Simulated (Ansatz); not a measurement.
rocksalt-structured BaS

**What was measured.** A cell as deposited of cubic BaS (space group Fm-3m), temperature not stated, from the Crystallography Open Database (1963), has a = 6.388 Å and 32.58 Å³/atom.

Computed with Ansatz (plane waves, PAW, 420 eV cutoff): PBE, scalar-relativistic, no spin polarisation, Γ-centred 10×10×10 mesh, 0.05 eV Gaussian smearing; PAW files: Ansatz's generated set soft_2.

```
CELL_PARAMETERS angstrom
0.00000 3.21420 3.21420
3.21420 0.00000 3.21420
3.21420 3.21420 0.00000
ATOMIC_POSITIONS crystal
Ba 0.50000 0.50000 0.50000
S 0.00000 0.00000 0.00000
```

The start was a prototype's sites filled with these elements; the Crystallography Open Database holds the compound in this structure.

The cell above was scaled in volume, its shape and atoms being fixed by the lattice's symmetry. Energies are counted from the cell above.

```json
{"V (Å³/atom)": "31.380", "ΔE (meV/atom)": "14.50", "P from the stress (GPa)": "2.68"}
{"V (Å³/atom)": "31.878", "ΔE (meV/atom)": "7.45", "P from the stress (GPa)": "1.87"}
{"V (Å³/atom)": "32.542", "ΔE (meV/atom)": "1.79", "P from the stress (GPa)": "0.88"}
{"V (Å³/atom)": "33.206", "ΔE (meV/atom)": "0.00", "P from the stress (GPa)": "0.00"}
{"V (Å³/atom)": "33.870", "ΔE (meV/atom)": "1.67", "P from the stress (GPa)": "-0.79"}
{"V (Å³/atom)": "34.535", "ΔE (meV/atom)": "6.44", "P from the stress (GPa)": "-1.50"}
{"V (Å³/atom)": "35.531", "ΔE (meV/atom)": "18.74", "P from the stress (GPa)": "-2.43"}
{"V (Å³/atom)": "36.527", "ΔE (meV/atom)": "36.35", "P from the stress (GPa)": "-3.22"}
```

Problem. Do the energies and the pressures agree? Compare −ΔE/ΔV between neighbouring points (1 meV/Å³ = 0.1602 GPa) with the mean of their pressures.

Solution. 
| interval (Å³/atom) | −ΔE/ΔV (GPa) | mean P (GPa) |
| --- | --- | --- |
| 31.38 to 31.88 | 2.3 | 2.3 |
| 31.88 to 32.54 | 1.4 | 1.4 |
| 32.54 to 33.21 | 0.4 | 0.4 |
| 33.21 to 33.87 | -0.4 | -0.4 |
| 33.87 to 34.53 | -1.2 | -1.1 |
| 34.53 to 35.53 | -2.0 | -2.0 |
| 35.53 to 36.53 | -2.8 | -2.8 |
They differ by 0.01 GPa at most.

Problem. What do the two routes give for V0, B0 and B0′?

Solution. A third-order Birch–Murnaghan fit of the energies: V0 = 33.21 Å³/atom, B0 = 42 GPa, B0′ = 4.5. A polynomial of P in ln V, with B = −dP/d ln V at P = 0: V0 = 33.21 Å³/atom, B0 = 42 GPa, B0′ = 4.5.

B0·V0 = 41.7 GPa × 33.21 Å³ = 8.65 eV/atom sets the scale: near the minimum ΔE ≈ ½ B0 V0 x², with x = V/V0 − 1, and a pressure of 0.4 GPa squeezes the volume by about 1 %. At the ends of the curve: x = −5.5 % predicts 13.1 meV/atom and the run gives 14.5; x = +10.0 % predicts 43.3 meV/atom and the run gives 36.4. The lopsidedness is anharmonic: atoms resist being pushed together more than being pulled apart.

**Against experiment.** PBE gives 6.428 Å and 33.21 Å³/atom, +1.9 % in volume (+0.6 % in length) from the database's cell. PBE usually overestimates volumes by a few per cent. The static lattice also lacks zero-point motion and thermal expansion, roughly 0.9 to 2.2 % in volume at 300 K (room temperature assumed) by Grüneisen's rule, γ·3k_BT/(B0·V0) with γ of 1 to 2.5, so its own overestimate is larger than the figure.

For elements this heavy, spin–orbit coupling would shift levels and gaps; it isn't included here.

The equation of state describes a fairly soft ionic solid, as expected for large divalent ions at long separation. Madelung attraction, which varies slowly with distance, is balanced by the overlap repulsion between the filled shells of Ba²⁺ and S²⁻, which rises steeply on compression. That contrast explains both the lopsided energy curve and the B0′ of 4.5: the crystal stiffens as the ions are pressed together and softens as they separate. Compared with lighter alkaline-earth chalcogenides of the same structure, the larger ions weaken the electrostatic restoring force per unit volume, so a modulus of only 42 GPa is chemically reasonable. It is probably somewhat low, since an overexpanded lattice is usually also too compliant.

The match between energies and stresses shows that the curve is numerically consistent, but it doesn't test the functional's description of the bonding. Because only the rocksalt arrangement was compressed, the curve cannot say where the denser caesium chloride-type structure, known for BaS under pressure, would take over.
